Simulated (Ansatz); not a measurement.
**Na$_{2}$S: the gap against volume**

Na$_{2}$S, Fm-3m, a = 6.501 Å. Ansatz: PBEsol, PAW, 420 eV, Γ-centred 8×8×8 mesh on 3 atoms, Gaussian smearing 0.02 eV; no spin polarisation. Symmetry fixes shape and atoms, so the cell is only scaled; x = ln(V/V0) with V0 = 22.898 Å³/atom. The gap is read at the mesh points alone.

```tsv
x	gap y (eV)
-0.1278	2.870
-0.0943	2.748
-0.0619	2.634
-0.0305	2.528
0.0000	2.428
0.0296	2.335
0.0583	2.247
0.0953	?
```

**Question.** Fit a straight line to the other rows, give the volume deformation potential of the gap and its pressure coefficient, and predict the missing gap. B0 = 29.5 GPa.

**Answer.** Means x = -0.03237, y = 2.5414; Σ(Δx)² = 0.02693, ΣΔxΔy = -0.09007; the slope is their ratio. y = 2.4332 − 3.3449 x. The slope is the deformation potential a = dE_g/d ln V = -3.34 eV, and dE_g/dP = −a/B0 = 113 meV/GPa. At x = 0.0953 the fit asked for gives 2.114 eV. The run gave 2.137 eV, so the fit is 0.023 eV too low, 3.1 % of the span of the series, against an rms of 0.006 eV on the fitted rows. The row lies outside the fitted range. With a term in x² added, a fit to the same known rows predicts 2.139 eV, so most of the miss is curvature that the known rows already hold.

Semilocal functionals give gaps under the measured ones; changes of the gap mostly carry over better.